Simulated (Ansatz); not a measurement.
# Compressing Ca: a fit and a missing row

Ca, P6_3/mmc, a = 3.854 Å, c = 6.340 Å. This isn't the element's structure at ambient conditions. Ansatz: PBEsol, PAW, 420 eV, Γ-centred 12×12×8 mesh on 2 atoms, Gaussian smearing 0.10 eV; no spin polarisation. Shape and atoms are relaxed at each volume; pressure is positive in compression.

| V (Å³/atom) | P (GPa) |
| --- | --- |
| 35.878 | ? |
| 37.101 | 1.98 |
| 38.325 | 1.23 |
| 39.548 | 0.57 |
| 40.771 | -0.01 |
| 41.994 | -0.52 |
| 43.217 | -0.96 |
| 44.848 | -1.48 |

Task: Take V0 = 40.771 Å³/atom, count pressures from its P0 = -0.01 GPa, fit the third-order Birch–Murnaghan form to the other rows, and predict the missing pressure.

Result: With the Eulerian strain f = ½[(V0/V)^(2/3) − 1] and y = (P − P0)/[3f(1 + 2f)^(5/2)], the form is the line y = B0 + 1.5 B0 (B0′ − 4) f. Rows (f, y): 0.03245, 17.47; 0.02105, 17.71; 0.01026, 17.91; -0.00976, 18.30; -0.01905, 18.32; -0.03078, 18.66. Means f = 0.0006950, y = 18.062; Σ(Δf)² = 0.003004, ΣΔfΔy = -0.05382; the slope is their ratio. y = 18.07 − 17.92 f GPa, so B0 = 18.1 GPa and B0′ = 4 + 2 × (-17.92)/(3 × 18.07) = 3.34. At V = 35.878, f = 0.04448, y = 17.273 and P = 2.84 GPa. The run gave 2.83 GPa, so the fit is 0.01 GPa too high, a small miss on the scale of the series.